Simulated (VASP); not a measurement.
**Sb: single point with PBE**

The system is Sb.

```
CELL_PARAMETERS angstrom
3.16000 0.00000 0.00000
0.00000 3.16000 0.00000
0.00000 0.00000 3.16000
ATOMIC_POSITIONS crystal
Sb 0.00000 0.00000 0.00000
```

This isn't the form of Sb at room conditions, which is rhombohedral.

```json
{
 "Program": "VASP 6.6.1",
 "Task": "single point",
 "Functional": "PBE",
 "Potentials or basis": "VASP PAW PBE potentials, release 64 (Sb)",
 "Cutoff": "520 eV",
 "k mesh": "5 × 5 × 5",
 "Occupations": "fermi-dirac, width 0.04 eV",
 "Spin": "no spin polarisation",
 "Dipole correction": "no",
 "Further INCAR settings": "ALGO = Normal; EDIFF = 1e-06; NBANDS = 8"
}
```

```yaml
Pressure: -2.4 GPa
Band_gap_on_the_k_mesh: none (metal or under the smearing width)
```

Levels at points of the mesh, in eV from the Fermi level:
```
           k point  band 1  band 2  band 3  band 4  band 5  band 6
(0.00, 0.00, 0.00)  -12.11    2.98    2.98    2.98    6.73    6.73
```

Wall time 2.8 s on 1 thread of Intel(R) Xeon(R) Platinum 8259CL CPU @ 2.50GHz (Skylake/Cascade Lake), on a shared host, peak memory 0.13 GiB.

Caveat: the k mesh is coarse (spacing up to 0.40 Å⁻¹), so the values aren't converged. Spin-orbit coupling is left out, which matters for the levels of Sb.
